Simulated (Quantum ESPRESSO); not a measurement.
Runs of Quantum ESPRESSO 7.5 on HgTe (Coloradoite). It takes space group F-43m (No. 216, cubic). The conventional cell has a = 6.429 Å, b = 6.429 Å, c = 6.429 Å, α = 90.00°, β = 90.00°, γ = 90.00°. Hg (site symmetry -43m) is surrounded by 4 Te at 2.78 Å. Te (site symmetry -43m) is surrounded by 4 Hg at 2.78 Å. 

| task | level | potentials or basis | k mesh | cutoff (eV) | SCF threshold | symmetry | form of the LDA correlation | gap on the mesh (eV) | pressure (GPa) |
| --- | --- | --- | --- | --- | --- | --- | --- | --- | --- |
| single point | PBEsol | GBRV 1.5 PBEsol | 7 × 7 × 7 | 612 | 4e-10 Ry | - | - | none | 2.2 |
| band structure | r2SCAN | SG15 PBE 1.2 | 5 × 5 × 5 | 952 | 1e-08 Ry | off | - | none | 2.9 |
| band structure | LDA | GBRV 1.5 LDA | 7 × 7 × 7 | 612 | 4e-10 Ry | - | PZ81 | none | (a) |
| band structure | PBEsol | GBRV 1.5 PBEsol | 7 × 7 × 7 | 612 | 4e-10 Ry | - | - | none | 2.2 |

Alike in all rows: no spin polarisation; cell as given; smearing fermi-dirac 0.05 eV.

Task: Fill in the values left out.

Result: (a) 0.6.

Caveats: spin-orbit coupling is left out, which moves the levels of the heavy elements (some runs); the potentials were made for another functional, which shifts forces and pressure (some runs); some levels on the path didn't converge (some runs).

A k mesh can miss the band edges, and the runs leave out spin-orbit coupling on Hg, Te.

A gap of «none» marks a metal or a gap under the smearing width.

The runs don't all hold the same shells in valence.
